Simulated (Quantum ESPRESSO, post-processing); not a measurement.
# blue phosphorene, 1 layer, rectangular cell, stepped through strain along the first axis, part 5 of 5

Wanted: a table for blue phosphorene, 1 layer, rectangular cell against strain along the first axis, and what can be fitted to it.

Quantum ESPRESSO 7.5; plane-wave DFT, PBE, GBRV ultrasoft pseudopotentials.

So far. Step 3 (Relaxing the ions, -4 %): The relaxation lowers the energy by 1 meV an atom. Step 6 (Band structure, -4 %): Along this path the valence top lies at Γ and the conduction bottom at S.

## (10) Self-consistent run, 3 %

m7.scf.in

```
&control
  prefix = 'm7.scf'
  outdir = './out'
  pseudo_dir = './pseudo'
  calculation = 'scf'
  tprnfor = .true.
/
&system
  ibrav = 0
  nat = 4
  ntyp = 1
  ecutwfc = 40
  ecutrho = 200
  occupations = 'smearing'
  smearing = 'fd'
  degauss = 0.002
  nbnd = 14
/
&electrons
  conv_thr = 1e-09
  mixing_beta = 0.4
  electron_maxstep = 120
  mixing_mode = 'plain'
/
ATOMIC_SPECIES
  P   30.9738  p_pbe_v1.5.uspp.F.UPF
CELL_PARAMETERS angstrom
  3.37866930380000 0.00000000000000 0.00000000000000
  0.00000000000000 5.68139601400000 0.00000000000000
  0.00000000000000 0.00000000000000 16.24000000000000
ATOMIC_POSITIONS crystal
  P   0.500000000000 0.167323732000 0.462122555700
  P   0.000000000100 0.667323670100 0.462122528900
  P   0.999999999900 0.332676329900 0.537877471100
  P   0.500000000000 0.832676267900 0.537877444300
K_POINTS automatic
  10 6 1 0 0 0
```

Launch:

```sh
> OMP_NUM_THREADS=1 mpirun -n 4 pw.x -nk 4 -in m7.scf.in > m7.scf.out
```

What it wrote:

```text
[banner, memory and clock lines left out]
Program PWSCF v.7.5 starts
[...]
Message from routine setup:
[...]
number of electrons       =        20.00
     number of Kohn-Sham states=           14
     kinetic-energy cutoff     =      40.0000  Ry
     charge density cutoff     =     200.0000  Ry
[...]
number of k points=    24  Fermi-Dirac smearing, width (Ry)=  0.0020
[...]
Dense  grid:   100555 G-vectors     FFT dimensions: (  30,  50, 144)
[...]
negative rho (up, down):  1.197E-04 0.000E+00
     Starting wfcs are   16 randomized atomic wfcs
[...]
negative rho (up, down):  1.876E-04 0.000E+00
[...]
estimated scf accuracy    <       0.06012946 Ry
[...]
negative rho (up, down):  2.533E-04 0.000E+00
[...]
estimated scf accuracy    <       0.01799688 Ry
[...]
negative rho (up, down):  2.656E-04 0.000E+00
[...]
estimated scf accuracy    <       0.00037731 Ry
[...]
negative rho (up, down):  2.749E-04 0.000E+00
[...]
estimated scf accuracy    <       0.00003106 Ry
[...]
negative rho (up, down):  2.798E-04 0.000E+00
[...]
estimated scf accuracy    <       0.00001078 Ry
[...]
negative rho (up, down):  2.843E-04 0.000E+00
[...]
estimated scf accuracy    <       0.00000134 Ry
[...]
negative rho (up, down):  2.870E-04 0.000E+00
[...]
estimated scf accuracy    <       0.00000009 Ry
[...]
negative rho (up, down):  2.889E-04 0.000E+00
[...]
estimated scf accuracy    <          7.1E-09 Ry
[...]
negative rho (up, down):  2.919E-04 0.000E+00
[...]
the Fermi energy is    -2.3764 ev
!    total energy              =     -62.06201157 Ry
     estimated scf accuracy    <          8.1E-10 Ry
     smearing contrib. (-TS)   =      -0.00000000 Ry
     internal energy E=F+TS    =     -62.06201157 Ry
[...]
one-electron contribution =    -239.82566127 Ry
     hartree contribution      =     122.93477543 Ry
     xc contribution           =     -23.47086303 Ry
     ewald contribution        =      78.29973731 Ry
     convergence has been achieved in   9 iterations
     negative rho (up, down):  2.919E-04 0.000E+00
[...]
Total force =     0.000686     Total SCF correction =     0.000034
[...]
```

Run time: 23 s. Hardware: 4 MPI ranks of Arm Neoverse V1, shared host; peak memory 0.44 GiB; 90 s of CPU time.

Read from the output:

| Quantity | Value |
| --- | --- |
| free energy | -844.3967 eV |
| Fermi energy | -2.376 eV |
| valence top, on the run's zero | -3.055 eV |
| conduction bottom, on the run's zero | -1.461 eV |
| gap by band count | 1.594 eV |

## (11) Relaxing the ions, 4 %

m8.relax.in

```
&control
  prefix = 'm8.relax'
  outdir = './out'
  pseudo_dir = './pseudo'
  nstep = 40
  forc_conv_thr = 0.0003
  calculation = 'relax'
  tstress = .true.
/
&system
  ibrav = 0
  nat = 4
  ntyp = 1
  ecutwfc = 50
  ecutrho = 250
  occupations = 'smearing'
  smearing = 'fd'
  degauss = 0.002
/
&electrons
  conv_thr = 1e-09
  mixing_beta = 0.4
  electron_maxstep = 120
  mixing_mode = 'plain'
/
&ions
/
ATOMIC_SPECIES
  P   30.9738  p_pbe_v1.5.uspp.F.UPF
CELL_PARAMETERS angstrom
  3.41147191840000 0.00000000000000 0.00000000000000
  0.00000000000000 5.68139601400000 0.00000000000000
  0.00000000000000 0.00000000000000 16.24000000000000
ATOMIC_POSITIONS crystal
  P   0.500000000000 0.166667239300 0.461788448400
  P   0.000000000100 0.666667061700 0.461788436900
  P   0.999999999900 0.333332938300 0.538211563100
  P   0.500000000000 0.833332760600 0.538211551600
K_POINTS automatic
  10 6 1 0 0 0
```

Launch:

```sh
> OMP_NUM_THREADS=1 mpirun -n 4 pw.x -nk 4 -in m8.relax.in > m8.relax.out
```

What it wrote:

```text
[banner, memory and clock lines left out]
Program PWSCF v.7.5 starts
[...]
Message from routine setup:
[...]
number of electrons       =        20.00
     number of Kohn-Sham states=           14
     kinetic-energy cutoff     =      50.0000  Ry
     charge density cutoff     =     250.0000  Ry
[...]
number of k points=    24  Fermi-Dirac smearing, width (Ry)=  0.0020
[...]
Dense  grid:   141853 G-vectors     FFT dimensions: (  36,  60, 160)
[...]
negative rho (up, down):  8.419E-05 0.000E+00
     Starting wfcs are   16 randomized atomic wfcs
[...]
negative rho (up, down):  8.903E-06 0.000E+00
[...]
estimated scf accuracy    <       0.05864033 Ry
[...]
negative rho (up, down):  6.742E-05 0.000E+00
[...]
estimated scf accuracy    <       0.01762365 Ry
[...]
negative rho (up, down):  8.733E-05 0.000E+00
[...]
estimated scf accuracy    <       0.00037240 Ry
[...]
negative rho (up, down):  1.028E-04 0.000E+00
[...]
estimated scf accuracy    <       0.00002972 Ry
[...]
negative rho (up, down):  1.125E-04 0.000E+00
[...]
estimated scf accuracy    <       0.00001057 Ry
[...]
negative rho (up, down):  1.193E-04 0.000E+00
[...]
estimated scf accuracy    <       0.00000147 Ry
[...]
negative rho (up, down):  1.232E-04 0.000E+00
[...]
estimated scf accuracy    <       0.00000038 Ry
[...]
negative rho (up, down):  1.258E-04 0.000E+00
[...]
estimated scf accuracy    <       0.00000008 Ry
[...]
negative rho (up, down):  1.274E-04 0.000E+00
[...]
estimated scf accuracy    <          1.3E-09 Ry
[...]
negative rho (up, down):  1.284E-04 0.000E+00
[...]
estimated scf accuracy    <          1.6E-09 Ry
[...]
negative rho (up, down):  1.298E-04 0.000E+00
[...]
the Fermi energy is    -2.4665 ev
!    total energy              =     -62.05979693 Ry
     estimated scf accuracy    <          3.5E-11 Ry
     smearing contrib. (-TS)   =      -0.00000000 Ry
     internal energy E=F+TS    =     -62.05979693 Ry
[...]
one-electron contribution =    -237.15167858 Ry
     hartree contribution      =     121.59922241 Ry
     xc contribution           =     -23.43562689 Ry
     ewald contribution        =      76.92828613 Ry
     convergence has been achieved in  11 iterations
     negative rho (up, down):  1.298E-04 0.000E+00
[...]
Total force =     0.017613     Total SCF correction =     0.000008
[...]
negative rho (up, down):  1.298E-04 0.000E+00
[...]
negative rho (up, down):  1.317E-04 0.000E+00
[...]
negative rho (up, down):  1.303E-04 0.000E+00
[...]
estimated scf accuracy    <       0.00002708 Ry
[...]
negative rho (up, down):  1.299E-04 0.000E+00
[...]
estimated scf accuracy    <       0.00000288 Ry
[...]
negative rho (up, down):  1.297E-04 0.000E+00
[...]
estimated scf accuracy    <       0.00000051 Ry
[...]
negative rho (up, down):  1.296E-04 0.000E+00
[...]
estimated scf accuracy    <       0.00000003 Ry
[...]
negative rho (up, down):  1.296E-04 0.000E+00
[...]
estimated scf accuracy    <          3.0E-09 Ry
[...]
negative rho (up, down):  1.296E-04 0.000E+00
[...]
the Fermi energy is    -2.4569 ev
!    total energy              =     -62.06002007 Ry
     estimated scf accuracy    <          4.4E-10 Ry
     smearing contrib. (-TS)   =      -0.00000000 Ry
     internal energy E=F+TS    =     -62.06002007 Ry
[...]
one-electron contribution =    -237.49865928 Ry
     hartree contribution      =     121.75949545 Ry
     xc contribution           =     -23.44515992 Ry
     ewald contribution        =      77.12430369 Ry
     convergence has been achieved in   6 iterations
     negative rho (up, down):  1.296E-04 0.000E+00
[...]
Total force =     0.007908     Total SCF correction =     0.000022
[...]
negative rho (up, down):  1.296E-04 0.000E+00
[...]
negative rho (up, down):  1.309E-04 0.000E+00
[...]
negative rho (up, down):  1.300E-04 0.000E+00
[...]
estimated scf accuracy    <       0.00001200 Ry
[...]
negative rho (up, down):  1.296E-04 0.000E+00
[...]
estimated scf accuracy    <       0.00000182 Ry
[...]
negative rho (up, down):  1.295E-04 0.000E+00
[...]
estimated scf accuracy    <       0.00000018 Ry
[...]
negative rho (up, down):  1.294E-04 0.000E+00
[...]
estimated scf accuracy    <          9.4E-09 Ry
[...]
negative rho (up, down):  1.294E-04 0.000E+00
[...]
estimated scf accuracy    <          1.2E-09 Ry
[...]
negative rho (up, down):  1.294E-04 0.000E+00
[...]
estimated scf accuracy    <          5.1E-11 Ry
[...]
negative rho (up, down):  1.294E-04 0.000E+00
[...]
the Fermi energy is    -2.4476 ev
!    total energy              =     -62.06008001 Ry
     estimated scf accuracy    <          1.5E-11 Ry
     smearing contrib. (-TS)   =      -0.00000000 Ry
     internal energy E=F+TS    =     -62.06008001 Ry
[...]
one-electron contribution =    -237.74856915 Ry
     hartree contribution      =     121.87478584 Ry
     xc contribution           =     -23.45195871 Ry
     ewald contribution        =      77.26566202 Ry
     convergence has been achieved in   7 iterations
     negative rho (up, down):  1.294E-04 0.000E+00
[...]
Total force =     0.001688     Total SCF correction =     0.000005
[...]
negative rho (up, down):  1.294E-04 0.000E+00
[...]
negative rho (up, down):  1.294E-04 0.000E+00
[...]
negative rho (up, down):  1.294E-04 0.000E+00
[...]
estimated scf accuracy    <       0.00000005 Ry
[...]
negative rho (up, down):  1.293E-04 0.000E+00
[...]
estimated scf accuracy    <       0.00000001 Ry
[...]
negative rho (up, down):  1.293E-04 0.000E+00
[...]
estimated scf accuracy    <          7.2E-10 Ry
[...]
negative rho (up, down):  1.293E-04 0.000E+00
[...]
estimated scf accuracy    <          3.1E-11 Ry
[...]
negative rho (up, down):  1.293E-04 0.000E+00
[...]
the Fermi energy is    -2.4464 ev
!    total energy              =     -62.06008227 Ry
     estimated scf accuracy    <          5.1E-12 Ry
     smearing contrib. (-TS)   =      -0.00000000 Ry
     internal energy E=F+TS    =     -62.06008227 Ry
[...]
one-electron contribution =    -237.74121380 Ry
     hartree contribution      =     121.87138830 Ry
     xc contribution           =     -23.45171184 Ry
     ewald contribution        =      77.26145506 Ry
     convergence has been achieved in   5 iterations
     negative rho (up, down):  1.293E-04 0.000E+00
[...]
Total force =     0.000910     Total SCF correction =     0.000002
[...]
negative rho (up, down):  1.293E-04 0.000E+00
[...]
negative rho (up, down):  1.293E-04 0.000E+00
[...]
negative rho (up, down):  1.293E-04 0.000E+00
[...]
estimated scf accuracy    <       0.00000009 Ry
[...]
negative rho (up, down):  1.293E-04 0.000E+00
[...]
estimated scf accuracy    <       0.00000002 Ry
[...]
negative rho (up, down):  1.293E-04 0.000E+00
[...]
estimated scf accuracy    <          1.6E-09 Ry
[...]
negative rho (up, down):  1.293E-04 0.000E+00
[...]
estimated scf accuracy    <          1.3E-10 Ry
[...]
negative rho (up, down):  1.293E-04 0.000E+00
[...]
estimated scf accuracy    <          1.8E-11 Ry
[...]
negative rho (up, down):  1.293E-04 0.000E+00
[...]
the Fermi energy is    -2.4453 ev
!    total energy              =     -62.06008312 Ry
     estimated scf accuracy    <          3.3E-12 Ry
     smearing contrib. (-TS)   =      -0.00000000 Ry
     internal energy E=F+TS    =     -62.06008312 Ry
[...]
one-electron contribution =    -237.72298484 Ry
     hartree contribution      =     121.86295851 Ry
     xc contribution           =     -23.45116264 Ry
     ewald contribution        =      77.25110585 Ry
     convergence has been achieved in   6 iterations
     negative rho (up, down):  1.293E-04 0.000E+00
[...]
Total force =     0.000017     Total SCF correction =     0.000002
[...]
negative rho (up, down):  1.293E-04 0.000E+00
[...]
```

It took 2.1 min on 4 MPI ranks; peak memory 0.95 GiB; 8.4 min of CPU time.

Relaxation path:

```
step  energy less that of the first step (eV)  largest force (eV/Å)
   1                                   0.0000                0.2264
   2                                  -0.0030                0.1017
   3                                  -0.0039                0.0217
   4                                  -0.0039                0.0117
   5                                  -0.0039                0.0002
```

Read from the output:

| Property | Result |
| --- | --- |
| free energy | -844.3704 eV |
| Fermi energy | -2.445 eV |

## (12) Ground state, 4 %

m8.scf.in

```
&control
  prefix = 'm8.scf'
  outdir = './out'
  pseudo_dir = './pseudo'
  calculation = 'scf'
  tprnfor = .true.
/
&system
  ibrav = 0
  nat = 4
  ntyp = 1
  ecutwfc = 40
  ecutrho = 200
  occupations = 'smearing'
  smearing = 'fd'
  degauss = 0.002
  nbnd = 14
/
&electrons
  conv_thr = 1e-09
  mixing_beta = 0.4
  electron_maxstep = 120
  mixing_mode = 'plain'
/
ATOMIC_SPECIES
  P   30.9738  p_pbe_v1.5.uspp.F.UPF
CELL_PARAMETERS angstrom
  3.41147191840000 0.00000000000000 0.00000000000000
  0.00000000000000 5.68139601400000 0.00000000000000
  0.00000000000000 0.00000000000000 16.24000000000000
ATOMIC_POSITIONS crystal
  P   0.500000000000 0.167599021400 0.462218028600
  P   0.000000000100 0.667598962500 0.462217997100
  P   0.999999999900 0.332401037500 0.537782002900
  P   0.500000000000 0.832400978500 0.537781971400
K_POINTS automatic
  10 6 1 0 0 0
```

Launch:

```sh
> OMP_NUM_THREADS=1 mpirun -n 4 pw.x -nk 4 -in m8.scf.in > m8.scf.out
```

What it wrote:

```text
[banner, memory and clock lines left out]
Program PWSCF v.7.5 starts
[...]
Message from routine setup:
[...]
number of electrons       =        20.00
     number of Kohn-Sham states=           14
     kinetic-energy cutoff     =      40.0000  Ry
     charge density cutoff     =     200.0000  Ry
[...]
number of k points=    24  Fermi-Dirac smearing, width (Ry)=  0.0020
[...]
Dense  grid:   101495 G-vectors     FFT dimensions: (  30,  50, 144)
[...]
negative rho (up, down):  1.185E-04 0.000E+00
     Starting wfcs are   16 randomized atomic wfcs
[...]
negative rho (up, down):  1.869E-04 0.000E+00
[...]
estimated scf accuracy    <       0.05978643 Ry
[...]
negative rho (up, down):  2.547E-04 0.000E+00
[...]
estimated scf accuracy    <       0.01794467 Ry
[...]
negative rho (up, down):  2.669E-04 0.000E+00
[...]
estimated scf accuracy    <       0.00035724 Ry
[...]
negative rho (up, down):  2.755E-04 0.000E+00
[...]
estimated scf accuracy    <       0.00002836 Ry
[...]
negative rho (up, down):  2.803E-04 0.000E+00
[...]
estimated scf accuracy    <       0.00000963 Ry
[...]
negative rho (up, down):  2.849E-04 0.000E+00
[...]
estimated scf accuracy    <       0.00000147 Ry
[...]
negative rho (up, down):  2.871E-04 0.000E+00
[...]
estimated scf accuracy    <       0.00000041 Ry
[...]
negative rho (up, down):  2.892E-04 0.000E+00
[...]
estimated scf accuracy    <       0.00000006 Ry
[...]
negative rho (up, down):  2.903E-04 0.000E+00
[...]
estimated scf accuracy    <          5.1E-09 Ry
[...]
negative rho (up, down):  2.922E-04 0.000E+00
[...]
the Fermi energy is    -2.4454 ev
!    total energy              =     -62.05999852 Ry
     estimated scf accuracy    <          8.8E-10 Ry
     smearing contrib. (-TS)   =      -0.00000000 Ry
     internal energy E=F+TS    =     -62.05999852 Ry
[...]
one-electron contribution =    -237.72248173 Ry
     hartree contribution      =     121.86262832 Ry
     xc contribution           =     -23.45125095 Ry
     ewald contribution        =      77.25110584 Ry
     convergence has been achieved in  10 iterations
     negative rho (up, down):  2.922E-04 0.000E+00
[...]
Total force =     0.000028     Total SCF correction =     0.000013
[...]
```

Wall time 22 s (4 MPI ranks); peak memory 0.63 GiB.

This step gave:

```
free energy                          : -844.3693 eV
valence top, on the run's zero       : -3.056 eV
conduction bottom, on the run's zero : -1.578 eV
gap by band count                    : 1.478 eV
```

## (13) The series side by side

The series in one table, energies over the lowest:

```
strain along the first axis  energy (eV)  gap along the path (eV)  upper vacuum level over the valence top of the mesh (eV)  lower vacuum level over that top (eV)
                       -4 %       0.0808                    1.564                                                     5.772                                  5.772
                       -3 %       0.0445                    1.723                                                     5.919                                  5.919
                       -2 %       0.0195                    1.869                                                     6.055                                  6.055
                       -1 %       0.0049                    1.994                                                     6.177                                  6.177
                        0 %       0.0000                    1.927                                                     6.172                                  6.172
                        1 %       0.0042                    1.809                                                     6.151                                  6.151
                        2 %       0.0167                    1.693                                                     6.124                                  6.124
                        3 %       0.0370                    1.584                                                     6.098                                  6.098
                        4 %       0.0644                    1.478                                                     6.074                                  6.074
```

## (14) A check by hand

A parabola through the energies within ±2 % has E = 45.21 eV × ε² -0.062 eV × ε; for the curvature, over A = 18.636 Å² this is 45.21 × 2/18.636 × 16.02 = 78 N/m.

## (15) Outcome

```json
{
 "in-plane stiffness along the strain": "78 N/m",
 "gap along the path, at -4 % and at 4 %": "1.56, 1.48 eV",
 "upper vacuum level over the valence top of the mesh, at -4 % and at 4 %": "5.77, 6.07 eV",
 "lower vacuum level over that top, at -4 % and at 4 %": "5.77, 6.07 eV"
}
```

The series holds 9 members; in-plane stiffness along the strain: 78 N/m (PBE, GBRV ultrasoft). The energy is lowest near zero strain. From -4 % to 4 % the gap along the path goes from 1.56 to 1.48 eV by way of 1.99 at -1 %. From -4 % to 4 % the upper vacuum level over the valence top of the mesh goes from 5.77 to 6.07 eV by way of 6.18 at -1 %. From -4 % to 4 % the lower vacuum level over that top goes from 5.77 to 6.07 eV by way of 6.18 at -1 %. Semilocal gaps are too small; the 1×1 cell can't ripple over many cells under compression as a free sheet would. No spin-orbit coupling.

[Logs are printed without paths, hosts, clocks, repeated set-up lines and the standing remarks that a program may print on its own settings, such as how far it seeks lower states.]

[Hosts, paths, dates, database ids (printed as entryN), source tags and the programs' standing remarks are cut or masked in the printed files.]

[Maps of the electrostatic potential energy from Ansatz leave out the sawtooth potential of an applied field or a dipole correction, so their vacuum need not be flat; planar profiles and work functions include it.]
